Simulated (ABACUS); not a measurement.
# PbS (P-6m2) in ABACUS: equation of state, part 2 of 2

ABACUS 3.10.1.

## (3) Equation of state, PBE, 26.34 Å³/atom (volume scaled by 0.96)

File INPUT:

```
INPUT_PARAMETERS
suffix              PbS
calculation         scf
basis_type          pw
pseudo_dir          ./
symmetry            1
dft_functional      pbe
ecutwfc             63
pseudo_rcut         10
nspin               1
nbands              14
ks_solver           dav
smearing_method     fd
smearing_sigma      0.00367493
scf_thr             1e-08
scf_nmax            100
mixing_type         broyden
mixing_beta         0.7
cal_force           1
cal_stress          1
kpar                4
```

File STRU:

```
ATOMIC_SPECIES
Pb 207.2000 Pb.upf
S 32.0600 S.upf

LATTICE_CONSTANT
1.8897261246

LATTICE_VECTORS
4.0344247261 0.0000000000 0.0000000000
-2.0172123630 3.4939143025 0.0000000000
0.0000000000 0.0000000000 3.7369692780

ATOMIC_POSITIONS
Direct

Pb
0.0
1
0.0000000000 0.0000000000 0.0000000000 1 1 1

S
0.0
1
0.6666666667 0.3333333333 0.5000000000 1 1 1
```

File KPT:

```
K_POINTS
0
Gamma
8 8 7 0 0 0
```

Potentials or basis: PseudoDojo NC SR 0.4.1 PBE standard, plane waves.

The run is started by

```bash
$ OMP_NUM_THREADS=1 mpirun -np 4 abacus > log
```

Wall time 4.9 s (4 MPI ranks of Intel Xeon 6975P-C (Granite Rapids), shared host); peak memory 0.32 GiB.

The run converged. Its results:

```yaml
Free_energy: -2216.3617 eV
Pressure: 2.2 GPa
Band_gap_on_the_k_mesh: none (metal or under the smearing width)
```

## (4) Equation of state, PBE, 26.89 Å³/atom (volume scaled by 0.98)

INPUT is that of step 3.

Changes to STRU since step 3:

```diff
@@ -8,5 +8,5 @@
 LATTICE_VECTORS
-4.0344247261 0.0000000000 0.0000000000
--2.0172123630 3.4939143025 0.0000000000
-0.0000000000 0.0000000000 3.7369692780
+4.0622492242 0.0000000000 0.0000000000
+-2.0311246120 3.5180110247 0.0000000000
+0.0000000000 0.0000000000 3.7627422943
```

KPT is that of step 3.

The run is started by

```bash
$ OMP_NUM_THREADS=1 mpirun -np 4 abacus > log
```

Wall time 5.1 s (4 MPI ranks of Intel Xeon 6975P-C (Granite Rapids), shared host); peak memory 0.32 GiB.

Results (log left out):

| Property | Result |
| --- | --- |
| Free energy | -2216.3732 eV |
| Pressure | 1.1 GPa |
| Band gap on the k mesh | 0.13 eV, indirect (least direct gap 1.65 eV) |

Caveat: spin-orbit coupling is left out, which as a rule narrows the gap of such compounds by several tenths of an eV; an odd mesh through Γ misses points on the zone boundary, where band edges often lie.

## (5) Equation of state, PBE, 27.44 Å³/atom

INPUT is that of step 4.

Changes to STRU since step 4:

```diff
@@ -8,5 +8,5 @@
 LATTICE_VECTORS
-4.0622492242 0.0000000000 0.0000000000
--2.0311246120 3.5180110247 0.0000000000
-0.0000000000 0.0000000000 3.7627422943
+4.0896976867 0.0000000000 0.0000000000
+-2.0448488433 3.5417820905 0.0000000000
+0.0000000000 0.0000000000 3.7881670000
```

KPT is that of step 4.

The run is started by

```bash
$ OMP_NUM_THREADS=1 mpirun -np 4 abacus > log
```

Run time: 6.3 s. Hardware: 4 MPI ranks of Intel Xeon 6975P-C (Granite Rapids), shared host; peak memory 0.32 GiB.

Results (log left out):

```yaml
Free_energy: -2216.3772 eV
Pressure: 0.0 GPa
Band_gap_on_the_k_mesh: 0.21 eV, indirect (least direct gap 1.64 eV)
```

Caveat: spin-orbit coupling is left out, which as a rule narrows the gap of such compounds by several tenths of an eV; an odd mesh through Γ misses points on the zone boundary, where band edges often lie.

## (6) Equation of state, PBE, 27.98 Å³/atom (volume scaled by 1.02)

INPUT is that of step 5.

Changes to STRU since step 5:

```diff
@@ -8,5 +8,5 @@
 LATTICE_VECTORS
-4.0896976867 0.0000000000 0.0000000000
--2.0448488433 3.5417820905 0.0000000000
-0.0000000000 0.0000000000 3.7881670000
+4.1167825667 0.0000000000 0.0000000000
+-2.0583912833 3.5652382846 0.0000000000
+0.0000000000 0.0000000000 3.8132549298
```

KPT is that of step 5.

Potentials or basis: PseudoDojo NC SR 0.4.1 PBE standard, plane waves.

The run is started by

```bash
$ OMP_NUM_THREADS=1 mpirun -np 4 abacus > log
```

It took 7.2 s on 4 MPI ranks of Intel Xeon 6975P-C (Granite Rapids), shared host; peak memory 0.32 GiB.

The run converged. Its results:

- Free energy: -2216.3743 eV
- Pressure: -0.9 GPa
- Band gap on the k mesh: 0.29 eV, indirect (least direct gap 1.64 eV)

Caveat: spin-orbit coupling is left out, which as a rule narrows the gap of such compounds by several tenths of an eV; an odd mesh through Γ misses points on the zone boundary, where band edges often lie.

## (7) Equation of state, PBE, 28.53 Å³/atom (volume scaled by 1.04)

INPUT is that of step 6.

Changes to STRU since step 6:

```diff
@@ -8,5 +8,5 @@
 LATTICE_VECTORS
-4.1167825667 0.0000000000 0.0000000000
--2.0583912833 3.5652382846 0.0000000000
-0.0000000000 0.0000000000 3.8132549298
+4.1435156701 0.0000000000 0.0000000000
+-2.0717578350 3.5883898313 0.0000000000
+0.0000000000 0.0000000000 3.8380170193
```

KPT is that of step 6.

Potentials or basis: PseudoDojo NC SR 0.4.1 PBE standard, plane waves.

The run is started by

```bash
$ OMP_NUM_THREADS=1 mpirun -np 4 abacus > log
```

running log:

```text
ABACUS v3.10.1

               Atomic-orbital Based Ab-initio Computation at UStc

 ------------------------------------------------------------------------------------

 READING GENERAL INFORMATION
                           global_out_dir = OUT.PbS/
                           global_in_card = INPUT
                               pseudo_dir = ./
                              orbital_dir =
                                    DSIZE = 4
                                    GSIZE = 1

 READING UNITCELL INFORMATION
                                    ntype = 2
                  lattice constant (Bohr) = 1.88973
              lattice constant (Angstrom) = 1

 READING ATOM TYPE 1
[... 465 lines left out ...]
       3       -9.43425      0.0267857
       4       -9.36713      0.0267857
       5       -9.35946      0.0267857
       6       -5.15471      0.0267857
       7       0.203993      0.0267857
       8        5.23436      0.0267857
       9        5.71119      0.0267857
      10        6.01755      0.0267857
      11        9.68897    5.62280e-22
      12        11.4626    2.21133e-37
      13        12.6077    2.49887e-47
      14        13.3979    3.42206e-54

[... levels at 4 further k points ...]

------------------------------------------------------------------------------------------
 TOTAL-FORCE (eV/Angstrom)
------------------------------------------------------------------------------------------
                       Pb1         0.0000000000         0.0000000000         0.0000000000
                        S1         0.0000000000         0.0000000000         0.0000000000
------------------------------------------------------------------------------------------

----------------------------------------------------------------
 TOTAL-STRESS (KBAR)
----------------------------------------------------------------
       -15.8175750669         0.0000000002         0.0000000000
         0.0000000002       -15.8175750668         0.0000000000
         0.0000000000        -0.0000000000       -22.0837616334
----------------------------------------------------------------
 TOTAL-PRESSURE: -17.906304 KBAR

 --------------------------------------------
 !FINAL_ETOT_IS -2216.3651152465922678 eV
 --------------------------------------------
```

stdout:

```text
ABACUS v3.10.1

               Atomic-orbital Based Ab-initio Computation at UStc

%%%%%%%%%%%%%%%%%%%%%%%%%%%%%%%%%%%%%%%%%%%%%%%%%%%%%%%%%%%%%%%%%%%%%%%%%%%%%%%%%%%%%%%%%%%%%%%%%%%%%%%%%
 Warning: the number of valence electrons in pseudopotential > 4 for Pb: [Xe] 4f14 5d10 6s2 6p2
[... 34 lines left out ...]
 TOTAL-STRESS (KBAR)
----------------------------------------------------------------
       -15.8175750669         0.0000000002         0.0000000000
         0.0000000002       -15.8175750668         0.0000000000
         0.0000000000        -0.0000000000       -22.0837616334
----------------------------------------------------------------
 TOTAL-PRESSURE: -17.906304 KBAR
```

It took 6.6 s on 4 MPI ranks of Intel Xeon 6975P-C (Granite Rapids), shared host; peak memory 0.32 GiB.

What came out:

```
Free energy            : -2216.3651 eV
Pressure               : -1.8 GPa
Band gap on the k mesh : 0.36 eV, indirect (least direct gap 1.63 eV)
```

Caveat: spin-orbit coupling is left out, which as a rule narrows the gap of such compounds by several tenths of an eV; an odd mesh through Γ misses points on the zone boundary, where band edges often lie.

## (8) Equation of state, PBE, 29.08 Å³/atom (volume scaled by 1.06)

INPUT is that of step 7.

Changes to STRU since step 7:

```diff
@@ -8,5 +8,5 @@
 LATTICE_VECTORS
-4.1435156701 0.0000000000 0.0000000000
--2.0717578350 3.5883898313 0.0000000000
-0.0000000000 0.0000000000 3.8380170193
+4.1699082012 0.0000000000 0.0000000000
+-2.0849541005 3.6112464337 0.0000000000
+0.0000000000 0.0000000000 3.8624636467
```

KPT is that of step 7.

The run is started by

```bash
$ OMP_NUM_THREADS=1 mpirun -np 4 abacus > log
```

Run time: 6.9 s. Hardware: 4 MPI ranks of Intel Xeon 6975P-C (Granite Rapids), shared host; peak memory 0.32 GiB.

The run converged. Its results:

| Item | Value |
| --- | --- |
| Free energy | -2216.3502 eV |
| Pressure | -2.6 GPa |
| Band gap on the k mesh | 0.43 eV, indirect (least direct gap 1.62 eV) |

Caveat: spin-orbit coupling is left out, which as a rule narrows the gap of such compounds by several tenths of an eV; an odd mesh through Γ misses points on the zone boundary, where band edges often lie.

## (9) Equation of state, PBE

Potentials or basis: PseudoDojo NC SR 0.4.1 PBE standard, plane waves.

No new run: the results of the series are fitted here.

What came out:

```
Equilibrium volume                        : 27.47 Å³/atom
Bulk modulus at fixed shape and positions : 50 GPa
Pressure derivative of the bulk modulus   : 3.4
```

Energy against volume, from the lowest point:
| volume (Å³/atom) | energy (meV/atom) |
| --- | --- |
| 25.789 | 17.51 |
| 26.338 | 7.72 |
| 26.887 | 2.00 |
| 27.435 | 0.00 |
| 27.984 | 1.44 |
| 28.533 | 6.03 |
| 29.082 | 13.47 |

Caveat: the cell was scaled at fixed shape and fractional positions, which overstates the stiffness of a crystal with free parameters, most of all of layers and chains. The run has no spin-orbit coupling, so splittings on Pb are missing.
